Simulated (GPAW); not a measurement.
# MnO2 (P-3m1) in GPAW: phonons with PBE

Aim: the phonons of MnO2 with PBE.

Everything below comes from runs of GPAW 26.7.0. Logs are shortened: lines on timing, memory, paths and dates and some standing lists are left out, and cuts for length are marked. The log counts tension as positive stress, the text compression.

## 1. Starting point

Symmetry: P-3m1, No. 164, trigonal system. Conventional cell: a = 2.857 Å, b = 2.857 Å, c = 4.601 Å, α = 90.00°, β = 90.00°, γ = 120.00°. Mn (site symmetry -3m) has 6 O at 1.90 Å as nearest neighbours. O (site symmetry 3m) is surrounded by 3 Mn at 1.90 Å.

Measurements of this composition are mostly on another form, of space group No. 136.

## 2. Phonons, PBE, collinear spin, ferromagnetic start

The input, run.py:

```python
import json
import numpy as np
from ase import Atoms
from ase.constraints import FixSymmetry
from ase.io import read, write
from ase.optimize import BFGS
from phonopy import Phonopy
from phonopy.structure.atoms import PhonopyAtoms
from gpaw import GPAW, PW

atoms = read('POSCAR')
atoms.set_initial_magnetic_moments([4.0, 0.0, 0.0])

calc = GPAW(mode=PW(680),
            xc='PBE',
            kpts={'size': (8, 8, 4), 'gamma': True},
            occupations={'name': 'fermi-dirac', 'width': 0.05},
            nbands=26,
            convergence={'density': 1e-06, 'eigenstates': 1e-09},
            maxiter=150,
            txt='gpaw.txt')
atoms.calc = calc
atoms.set_constraint(FixSymmetry(atoms))
BFGS(atoms, trajectory='relax.traj', logfile='-').run(fmax=0.005, steps=40)
atoms.set_constraint()
energy = atoms.get_potential_energy()
forces = atoms.get_forces()
stress = atoms.get_stress()
calc.write('gs.gpw')
write('result.traj', atoms)
print('Cell:', atoms.cell.cellpar().round(4))
print(atoms.get_scaled_positions().round(5))

def force_constants(scale):
    unit = PhonopyAtoms(symbols=atoms.get_chemical_symbols(), cell=atoms.cell[:] * scale**(1 / 3),
                        scaled_positions=atoms.get_scaled_positions(),
                        magnetic_moments=atoms.get_initial_magnetic_moments())
    ph = Phonopy(unit, supercell_matrix=np.diag([1, 1, 1]), primitive_matrix=np.eye(3), symprec=1e-4)
    ph.generate_displacements(distance=0.03)
    forces = []
    for i, sc in enumerate(ph.supercells_with_displacements):
        a = Atoms(sc.symbols, cell=sc.cell, scaled_positions=sc.scaled_positions, pbc=True,
                  magmoms=sc.magnetic_moments)
        c = GPAW(mode=PW(680),
                 xc='PBE',
                 kpts={'size': (8, 8, 4), 'gamma': True},
                 occupations={'name': 'fermi-dirac', 'width': 0.05},
                 nbands=26,
                 convergence={'density': 1e-06, 'eigenstates': 1e-09},
                 maxiter=150,
                 txt=f'disp-{scale:.3f}-{i:02d}.txt')
        a.calc = c
        f = a.get_forces()
        forces.append(f - f.mean(axis=0))
        print(f'displacement {i}: drift', f.mean(axis=0).round(5), flush=True)
    ph.forces = forces
    ph.produce_force_constants()
    ph.symmetrize_force_constants()
    return ph

qpoints = [[0.0, 0.0, 0.0]]
results = {}
for scale in [1.0]:
    ph = force_constants(scale)
    ph.run_qpoints(qpoints)
    nu = ph.qpoints.frequencies * 33.35641  # THz to cm^-1
    results[f'{scale:.3f}'] = nu.tolist()
    for qp, f in zip(qpoints, nu):
        print(scale, np.round(qp, 4), f.round(2))
json.dump(results, open('phonons.json', 'w'))
```

The input, POSCAR:

```
MnO2
1.0
    2.8565781804      0.0000000000      0.0000000000
   -1.4282890902      2.4738692722      0.0000000000
    0.0000000000      0.0000000000      4.6013740589
Mn O
1 2
Direct
    0.0000000000      0.0000000000      0.5000000000
    0.3333333333      0.6666666667      0.7062925700
    0.6666666667      0.3333333333      0.2937074300
```

Potentials or basis: GPAW PAW data sets (gpaw-data 1.2.1), pw.

Started as:

```bash
OMP_NUM_THREADS=1 python run.py
```

gpaw.txt:

```text
__  _  _
 | _ |_)|_||  |
 |__||  | ||/\| - 26.7.0

Input parameters:
  mode=PW(ecut=680.0),
  convergence={'density': 1e-06, 'eigenstates': 1e-09},
  kpts=MonkhorstPack(size=(8, 8, 4), gamma=True),
  maxiter=150,
  nbands=26,
  occupations=Occupations(name='fermi-dirac', width=0.05),
  xc=XC(name='PBE')

Diagonalizing LCAO Hamiltonian
Converting LCAO to pw mode

        O

       Mn
           O

Atoms  # Å, Bohr magnetons
|   | symbol |        x |        y |        z |    initial magnetic moments |
|---|--------|----------|----------|----------|-----------------------------|
| 0 |     Mn | 0.000000 | 0.000000 | 2.300687 | ( 0.0000,  0.0000,  4.0000) |
| 1 |      O | 0.000000 | 1.649246 | 3.249916 | ( 0.0000,  0.0000,  0.0000) |
| 2 |      O | 1.428289 | 0.824623 | 1.351458 | ( 0.0000,  0.0000,  0.0000) |

Unit cell  # Å
| periodic |         x |        y |        z |  lengths |     angles |
|----------|-----------|----------|----------|----------|------------|
|      yes |  2.856578 | 0.000000 | 0.000000 | 2.856578 |  90.000000 |
|      yes | -1.428289 | 2.473869 | 0.000000 | 2.856578 |  90.000000 |
|      yes |  0.000000 | 0.000000 | 4.601374 | 4.601374 | 120.000000 |

Number of symmetries: 12
Symmetry operations  # r_c * U_cc + t_c -> r_c
|    | kind |            matrix            |
|----|------|------------------------------|
|  0 |  σ   |  1, 1, 0,  0,-1, 0,  0, 0, 1 |
|  1 |  S6  |  1, 1, 0, -1, 0, 0,  0, 0,-1 |
|  2 |  E   |  1, 0, 0,  0, 1, 0,  0, 0, 1 |
|  3 |  C2  |  1, 0, 0, -1,-1, 0,  0, 0,-1 |
|  4 |  C2  |  0, 1, 0,  1, 0, 0,  0, 0,-1 |
|  5 |  C3  |  0, 1, 0, -1,-1, 0,  0, 0, 1 |
|  6 |  S6  |  0,-1, 0,  1, 1, 0,  0, 0,-1 |
|  7 |  σ   |  0,-1, 0, -1, 0, 0,  0, 0, 1 |
|  8 |  σ   | -1, 0, 0,  1, 1, 0,  0, 0, 1 |
|  9 |  i   | -1, 0, 0,  0,-1, 0,  0, 0,-1 |
| 10 |  C3  | -1,-1, 0,  1, 0, 0,  0, 0, 1 |
| 11 |  C2  | -1,-1, 0,  0, 1, 0,  0, 0,-1 |

BZ-sampling:
  Number of BZ points: 256
  Number of IBZ points: 35

  Monkhorst-Pack size: [8, 8, 4]
  Monkhorst-Pack shift: [0.0625, 0.0625, 0.125]

K-points  # in reciprocal-cell coordinates
|     |                                coordinates |     weight |
|-----|--------------------------------------------|------------|
|   0 | (  0.00000000,   0.00000000,   0.00000000) | 0.00390625 |
|   1 | (  0.00000000,   0.00000000,   0.25000000) | 0.00781250 |
|   2 | (  0.00000000,   0.00000000,   0.50000000) | 0.00390625 |
|   3 | (  0.12500000,   0.00000000,  -0.25000000) | 0.02343750 |
|   4 | (  0.12500000,   0.00000000,   0.00000000) | 0.02343750 |
|   5 | (  0.12500000,   0.00000000,   0.25000000) | 0.02343750 |
|   6 | (  0.12500000,   0.00000000,   0.50000000) | 0.02343750 |
|   7 | (  0.25000000,  -0.12500000,   0.00000000) | 0.02343750 |
|   8 | (  0.25000000,  -0.12500000,   0.25000000) | 0.04687500 |
|   9 | (  0.25000000,  -0.12500000,   0.50000000) | 0.02343750 |
| ... |                                            |            |
|  34 | (  0.50000000,   0.50000000,   0.50000000) | 0.01171875 |

Plane wave coefficients: 1328
Cutoff: 680.0 eV

Spin-components: 2 (collinear spins)
Bands:           26
Projectors:      16
Spin-degeneracy: 1
Datatype:        complex128

Parallelization:
  kpt:    1
  domain: 1
  band:   1

Density:
  Valence electrons: 27.0
  Components: 2
  Grid points: [18 18 28]
  Charge: 0.0  # |e|

Potential:
  Grid points: [18 18 28]

species:
  Mn:
    name:    Manganese
    Z:       25.0
    valence: 15
    core:    10
    charge:  0.0  # [|e|]
    compensation charges:
      type: gauss
      rc: 0.38  # [Å]
      lmax: 2
    cutoffs:
      filter: 2.14  # [Å]
      core: 0.86  # [Å]
    projectors
    | kind |    occ | energy [eV] | rcut [Å] |
    |------|--------|-------------|----------|
    |   3s |  2.000 |     -85.859 |    1.275 |
    |   4s |  2.000 |      -5.106 |    1.275 |
    |   3p |  6.000 |     -54.597 |    1.281 |
    |   4p |  0.000 |      -1.371 |    1.281 |
    |   3d |  5.000 |      -6.771 |    1.138 |
    |    d |        |      20.441 |    1.138 |

    Using partial waves for Mn as LCAO basis

  O:
    name:    Oxygen
    Z:       8.0
    valence: 6
    core:    2
    charge:  0.0  # [|e|]
    compensation charges:
      type: gauss
      rc: 0.21  # [Å]
      lmax: 2
    cutoffs:
      filter: 1.17  # [Å]
      core: 0.83  # [Å]
    projectors
    | kind |    occ | energy [eV] | rcut [Å] |
    |------|--------|-------------|----------|
    |   2s |  2.000 |     -23.961 |    0.688 |
    |   2p |  4.000 |      -9.029 |    0.598 |
    |    s |        |       3.251 |    0.688 |
    |    p |        |      18.182 |    0.598 |
    |    d |        |       0.000 |    0.619 |

    Using partial waves for O as LCAO basis

Reference energy: -35595.792675  # eV

eigensolver:
  PPCG
  Converge bands: occupied
  niter=2

density mixing:
  MSR1-Mixer
  Pratt-step length: 0.05
  Maximum mixing coefficient: 0.75
  Old densities: 10
  SVD Regularization: 0.005
  Good broyden scale: 1.0
  Trust region scale: 1.0
  Backstep threshold: 4.0
  History deletion threshold: 6.0
  Fourier metric: weight=20.0, sigma=0.015

occupation numbers:
  Fermi-Dirac:
    width: 0.0500  # eV

poisson solver:
  ecut: 5440.0  # eV

xc functional:
  name: PBE with 2 nearest neighbor stencil

convergence criteria:
- Maximum integral of absolute [dens]ity change: 1e-06 electrons / valence electron
- Maximum integral of absolute [eigenst]ate change: 1e-09 eV^2 / valence electron
- Maximum [total energy] change in last 3 cyles: 0.0005 eV / valence electron
maximum number of iterations: 150

SCF iterations
|iter     | |      energy | eigst |  dens |  magmom |
|---------|-|-------------|-------|-------|---------|
|iter:   1| |  -27.109057 | +0.19 |       |  +4.0020|
|iter:   2| |  -25.951174 | -2.05 | -0.80 |  +3.9519|
|iter:   3| |  -24.707836 | -1.67 | -0.87 |  +3.6261|
|iter:   4| |  -24.711589 | -2.84 | -1.25 |  +3.4570|
|iter:   5| |  -24.790866 | -2.63 | -1.38 |  +3.1601|
|iter:   6| |  -24.818920 | -3.23 | -1.75 |  +2.9853|
|iter:   7| |  -24.820712 | -4.41 | -2.26 |  +2.9893|
|iter:   8| |  -24.821021c| -4.82 | -2.52 |  +2.9987|
|iter:   9| |  -24.821024c| -6.49 | -3.38 |  +3.0004|
|iter:  10| |  -24.821023c| -7.13 | -3.92 |  +3.0002|
|iter:  11| |  -24.821023c| -8.59 | -4.64 |  +3.0000|
|iter:  12| |  -24.821023c| -9.42c| -5.11 |  +3.0000|
|iter:  13| |  -24.821023c|-10.44c| -5.95 |  +3.0000|
|iter:  14| |  -24.821023c|-11.15c| -6.62c|  +3.0000|

Converged in 14 steps
Energy contributions relative to reference atoms: (reference = -35595.792675)

Energy contributions:
  Kinetic:          23.161388
  Coulomb:         -25.033231
  Zero:              0.506148
  External:          0.000000
  Xc:              -23.455324
  Entropy:          -0.000008
  Spinorbit:         0.000000
  ----------------------------
  Free energy:     -24.821027
  Extrapolated:    -24.821023
[... 347 lines left out ...]
Gap: 0.880 eV
Transition (v -> c):
  (s=0, k=6, n=14, [0.12, 0.00, 0.50]) -> (s=1, k=2, n=12, [0.00, 0.00, 0.50])
Direct/indirect transitions are different
Direct gap: 0.972 eV
Transition at: (s=0->1, k=2, n=14, [0.00, 0.00, 0.50])

Forces  # eV/Ang
|        x |        y |        z |
|----------|----------|----------|
|  0.00000 |  0.00000 |  0.00000 |  # Mn   0
| -0.00000 | -0.00000 |  0.00005 |  # O    1
|  0.00000 |  0.00000 | -0.00005 |  # O    2

Stress tensor  # eV/Ang^3
|         x |         y |         z |
|-----------|-----------|-----------|
| -0.027455 |  0.000000 |  0.000000 |
|  0.000000 | -0.027455 |  0.000000 |
|  0.000000 |  0.000000 | -0.005545 |

# Writing to gs.gpw (mode='')
```

stdout:

```text
Step          Energy          fmax
BFGS:    0      -24.821027        0.466382
BFGS:    1      -24.826347        0.332178
BFGS:    2      -24.831899        0.005863
BFGS:    3      -24.831901        0.000052
Cell: [  2.8566   2.8566   4.6014  90.      90.     120.    ]
[[0.      0.      0.5    ]
 [0.33333 0.66667 0.71139]
 [0.66667 0.33333 0.28861]]
displacement 0: drift [0.e+00 0.e+00 1.e-05]
displacement 1: drift [-5.0e-05 -1.0e-05  9.6e-04]
displacement 2: drift [ 4.0e-05  1.0e-05 -6.3e-04]
1.0 [0. 0. 0.] [ -0.    -0.     0.   425.46 425.46 501.47 501.47 576.57 594.22]
```

Run time: 11 min. Hardware: 1 thread of AMD EPYC 7R13 (Zen 3), shared host; peak memory 0.62 GiB.

What came out:

| Quantity | Value |
| --- | --- |
| Free energy | -24.8319 eV |
| Pressure after relaxing | 3.2 GPa |
| Band gap on the k mesh | 0.88 eV, indirect (least direct gap 0.97 eV) |
| Net moment | 3.00 μB per cell |
| Site moments | Mn +2.82; O +0.04 μB |
| Highest phonon frequency at Γ, LO-TO splitting left out | 594 cm⁻¹ |

Stress tensor (GPa, compression positive):
```
4.40 0.00 0.00
0.00 4.40 0.00
0.00 0.00 0.89
```

Final structure:
```
Mn O
1.0
     2.85658    0.00000    0.00000
    -1.42829    2.47387    0.00000
     0.00000    0.00000    4.60137
Mn O
1 2
Direct
  0.00000 0.00000 0.50000
  0.33333 0.66667 0.71139
  0.66667 0.33333 0.28861
```

Phonon frequencies in cm⁻¹ (negative: imaginary):
```
              q point                    frequencies
(0.000, 0.000, 0.000)  0 0 0 425 425 501 501 577 594
```

Caveat: the cell is more than 3 GPa from zero pressure, which shifts response properties; the cutoff is short for stress and forces, so pressures can be off by a GPa or more; the LO-TO splitting is left out; a cell with one magnetic atom can't hold antiferromagnetic order, which such compounds often take.
